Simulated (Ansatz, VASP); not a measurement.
# BeS in VASP and in Ansatz

```
Be S
1.0
     2.34991    2.34991    0.00000
    -2.34991    2.34991    0.00000
     0.00000    2.34991    2.34991
Be S
1 1
Cartesian
  0.0000 0.0000 0.0000
  1.1750 3.5249 1.1750
```

Alike in both runs: task single point; functional LDA; k mesh 8 × 8 × 8; no spin polarisation.

|  | VASP | Ansatz |
| --- | --- | --- |
| version | VASP 6.6.1 | Ansatz 0.2.0 |
| potentials or method | VASP PAW LDA potentials, release 64 (Be, S), cutoff 520 eV | all-electron LAPW, scalar-relativistic |
| occupations | gaussian, width 0.01 eV | fixed |

|  | VASP | Ansatz | Ansatz less VASP |
| --- | --- | --- | --- |
| gap on the k mesh at the Fermi level (eV) | 2.68 | 2.68 | -0.006 |
| pressure (GPa) | 7.0 | 6.9 | -0.08 |

Ansatz ran all-electron here, so the differences hold the error of VASP's frozen core and of both bases.

A k mesh can miss the band edges. LDA gaps usually lie below the measured ones, often by a third to a half.
